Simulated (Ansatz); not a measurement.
**Fe₅Pt (P4/mmm) at 2 levels of theory**

One geometry, relaxed with PBE; plane waves with PAW potentials in Ansatz, scalar-relativistic. Collinear spin, ending at 13.5 μB a primitive cell. Gaps are the least over mesh and band path; pressure is positive in compression.

```cif
data_structure
_symmetry_space_group_name_H-M 'P4/mmm'
_symmetry_Int_Tables_number 123
_cell_length_a 2.8913
_cell_length_b 2.8913
_cell_length_c 8.9840
_cell_angle_alpha 90.000
_cell_angle_beta 90.000
_cell_angle_gamma 90.000
_cell_volume 75.10
loop_
_atom_site_label
_atom_site_type_symbol
_atom_site_symmetry_multiplicity
_atom_site_Wyckoff_symbol
_atom_site_fract_x
_atom_site_fract_y
_atom_site_fract_z
_atom_site_occupancy
Fe1 Fe 2 h 0.50000 0.50000 0.18796 1
Fe2 Fe 2 g 0.00000 0.00000 0.34178 1
Fe3 Fe 1 d 0.50000 0.50000 0.50000 1
Pt1 Pt 1 a 0.00000 0.00000 0.00000 1
```

```csv
level,cutoff (eV),k mesh,gap (eV),pressure (GPa),largest moment (μB)
PBE,420,14×14×4,0,0.0,2.83
```

Problem. What comes out on the same cell with LDA?

Solution.
| level | cutoff (eV) | k mesh | gap (eV) | pressure (GPa) | largest moment (μB) |
| --- | --- | --- | --- | --- | --- |
| LDA | 420 | 14×14×4 | 0 | -16.8 | 2.73 |

Spin-orbit coupling matters for the bands of heavy elements and is left out.

The cell was found from a structure generator's guess, not taken from experiment.
